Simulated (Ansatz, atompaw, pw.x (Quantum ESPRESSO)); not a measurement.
# Equation-of-state test of one PAW (atompaw) potential (Sn)

atompaw 4.2.0.5 input, output lines left out:

```
Sn 50
GGA-PBE scalarrelativistic loggrid 1500 logderivrange -3 5 201
5 5 4 0 0 0
5 1 2
0 0 0
c
c
c
c
v
c
c
c
v
c
c
2
2.70 2.00 2.35 2.70
y
2.1
n
y
-0.15
n
y
0.15
n
custom polynom2 7 10 vanderbiltortho besselshape
3 0 ultrasoft
1.90
2.70
2.70
2.70
2.65
```

Crystal test: fcc Sn in pw.x 7.5, no spin, 12³ k-points, Fermi–Dirac smearing 0.01 Ry, cutoffs 40/400 Ry. The reference is all-electron LAPW (Ansatz 0.2.0) with the same functional, mesh and smearing; V0 and B0 come from Birch–Murnaghan fits to the pressures at five volumes. Errors are pseudo minus all-electron; Δ is the rms difference of the E(V) curves that follow from these fits, minima aligned, over ±6 % about the mean V0. Mesh and smearing are coarse, so the numbers serve the comparison and aren't converged zero-temperature values; the lattice is a test structure that the element need not adopt.

All-electron: a0 = 4.820 Å (V0 = 28.00 Å³/atom), B0 = 46.5 GPa.

How far does the potential miss the all-electron equation of state?

mean pressure error (GPa): -1.11; a0 (Å): 4.782; a0 error (%): -0.80; B0 error (%): +5.0; Δ (meV/atom): 6.9. This is a poor potential for the solid. The logarithmic derivative shows an extra or strongly shifted pseudo pole above the reference energy (d near 1.99 Ry).

| V (Å³/atom) | P all-electron (GPa) | P pseudo (GPa) |
| --- | --- | --- |
| 26.589 | 2.74 | 1.46 |
| 27.288 | 1.28 | 0.09 |
| 27.988 | 0.02 | -1.08 |
| 28.688 | -1.06 | -2.08 |
| 29.387 | -1.99 | -2.94 |

At the middle volume, how do free energy and pressure move when the wave cutoff is lowered (ecutrho held at 400 Ry)?

```
cutoff (Ry)  shift of F (meV/atom)  shift of P (GPa)
         18                  +15.7             -0.51
         24                   +2.6             -0.00
         32                   +0.9             -0.03
```

The run at the middle volume (72 k-points, 7 iterations) took about 5.9 s on one core of a shared host (Intel(R) Xeon(R) 6975P-C, 192 threads, 378 GiB, load 49).
